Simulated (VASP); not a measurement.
Wanted: the native input for a VASP 6.6.1 run.

```yaml
Task: relaxation of cell and atoms
Functional: PBEsol
Potentials_or_basis: VASP PAW PBE potentials, release 64 (Li_sv)
Cutoff: 600 eV
k_mesh: 16 × 16 × 16
Occupations: gaussian, width 0.1 eV
Spin: no spin polarisation
Further_INCAR_settings: ALGO = Normal; EDIFF = 1e-07; IBRION = 2; EDIFFG = -0.005; NSW = 90; ISIF = 3
```

The structure of Li lies in POSCAR:

```
Li
1.0
   -1.7392550000      1.7392550000      1.7392550000
    1.7392550000     -1.7392550000      1.7392550000
    1.7392550000      1.7392550000     -1.7392550000
Li
1
Direct
    0.0000000000      0.0000000000      0.0000000000
```

These files were run (other wordings do the same):

INCAR

```
SYSTEM = Li
PREC = Accurate
ENCUT = 600
EDIFF = 1E-7
ISMEAR = 0
SIGMA = 0.1
LREAL = .False.
LASPH = .True.
NELM = 80
ALGO = Normal
ISIF = 3
LWAVE = .False.
LCHARG = .False.
GGA = PS
IBRION = 2
NSW = 90
EDIFFG = -0.005
```

KPOINTS

```
regular mesh
0
Gamma
  16 16 16
  0 0 0
```

Potentials or basis: VASP PAW PBE potentials, release 64 (Li_sv).

The run is started by

```console
$ cat potpaw_PBE.64/Li_sv/POTCAR > POTCAR
$ mpirun -np 1 vasp_std > vasp.out
```

It gave:

| Quantity | Value |
| --- | --- |
| Relaxed volume | 20.08 Å³/atom |
| Relaxed cell | a = 2.966 Å, b = 2.966 Å, c = 2.966 Å, α = 109.47°, β = 109.47°, γ = 109.47° |
| Space group after relaxing (to 0.05 Å) | Im-3m (No. 229) |
| Energy gained by relaxing | 2.0 meV/atom |
| Ionic steps | 3 |
| Pressure after relaxing | 0.0 GPa |
| Band gap on the k mesh | none (metal or under the smearing width) |

Caveat: the cutoff is under 1.25 times the usual one of these potentials, so pressure, stress and relaxed cells hold a basis-set (Pulay) error; the PAW data sets were made with another functional, which shifts forces and pressure a little.

It took 8.7 s on 1 thread of Intel(R) Xeon(R) 6975P-C (Granite Rapids), with other jobs on the host, peak memory 0.14 GiB.
